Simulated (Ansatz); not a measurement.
C (R-3m), random displacements

Level of theory: DFT LDA, scalar-relativistic, plane waves, PAW in Ansatz 0.2.0. The runs took a 420 eV cutoff, a Γ-centred 12×12×12 mesh and Gaussian smearing (0.05 eV). No spin polarisation. Energies are free energies at this smearing, counted from the undisturbed cell; pressure is positive in compression.

The starting cell (relaxed at this level):

```
C
1.0
     1.24565    0.71917   10.25388
    -1.24565    0.71917   10.25388
     0.00000   -1.43835   10.25388
C
10
Direct
  0.02482 0.02482 0.02482
  0.97518 0.97518 0.97518
  0.10870 0.10870 0.10870
  0.89130 0.89130 0.89130
  0.15837 0.15837 0.15837
  0.84163 0.84163 0.84163
  0.37486 0.37486 0.37486
  0.62514 0.62514 0.62514
  0.42532 0.42532 0.42532
  0.57468 0.57468 0.57468
```

The atoms are displaced (Å, in the unstrained cell):

| atom | ux | uy | uz |
| --- | --- | --- | --- |
| C1 | -0.040 | -0.020 | 0.017 |
| C2 | 0.020 | -0.004 | -0.021 |
| C3 | 0.002 | -0.029 | 0.002 |
| C4 | 0.034 | 0.016 | -0.019 |
| C5 | 0.001 | 0.014 | 0.013 |
| C6 | -0.023 | 0.047 | 0.044 |
| C7 | 0.041 | -0.003 | -0.012 |
| C8 | -0.014 | 0.003 | -0.020 |
| C9 | -0.014 | -0.020 | 0.010 |
| C10 | -0.008 | -0.005 | -0.014 |

Strain (Voigt, engineering shear): (-0.0317, -0.0610, -0.0629, 0.0453, 0.1237, -0.0650).

What are the energy change, the stress and the forces?

ΔE = 559.1 meV/atom; stress (xx, yy, zz, yz, xz, xy; compression positive) (85.10, 127.56, 133.22, -33.90, -83.24, 57.59) GPa; gap on the mesh 2.31 eV.
| atom | Fx (eV/Å) | Fy | Fz |
| --- | --- | --- | --- |
| C1 | 7.00 | 2.91 | -2.95 |
| C2 | -3.84 | -0.96 | 1.49 |
| C3 | -0.97 | -0.04 | 0.51 |
| C4 | -1.53 | 0.00 | 2.26 |
| C5 | -0.52 | 2.01 | 0.18 |
| C6 | 0.96 | -2.56 | -3.25 |
| C7 | -7.39 | -3.06 | 2.51 |
| C8 | 3.89 | 1.01 | -0.41 |
| C9 | 1.17 | 0.41 | -0.45 |
| C10 | 1.22 | 0.30 | 0.12 |

Cost: 1 run of about 1.7 core-minutes, on Arm Neoverse V2 (shared hosts).